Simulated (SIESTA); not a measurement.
Crystal: YN.

```xyz
2
Lattice="0.0000 2.4385 2.4385 2.4385 0.0000 2.4385 2.4385 2.4385 0.0000" Properties=species:S:1:pos:R:3 pbc="T T T"
Y     0.0000    0.0000    0.0000
N     2.4385    2.4385    2.4385
```

Base run:

- Program: SIESTA 5.4.2
- Functional: vdW-DF-cx
- Potentials or basis: PseudoDojo 0.4 standard (PBE files)
- Basis: DZP (energy shift 0.003 Ry; two zetas on semicore shells)
- Grid cutoff: 800 Ry
- Energy shift: 0.003 Ry
- k mesh: 9 × 9 × 9
- Occupations: fermi-dirac, width 0.05 eV
- Spin: no spin polarisation

Its results: band gap on the k mesh 0.08 eV, indirect (least direct gap 0.50 eV); pressure 0.5 GPa.

**Question.** The run is repeated on the same cell with these changes: functional from vdW-DF-cx to BLYP. What comes out?

**Answer.** Band gap on the k mesh 0.24 eV, indirect (least direct gap 0.65 eV); pressure 10.1 GPa.

Caveats: the potentials were made for another functional, which shifts forces and pressure; the basis of atomic orbitals isn't converged, which shifts pressures, moduli and gaps.

A k mesh can miss the band edges.
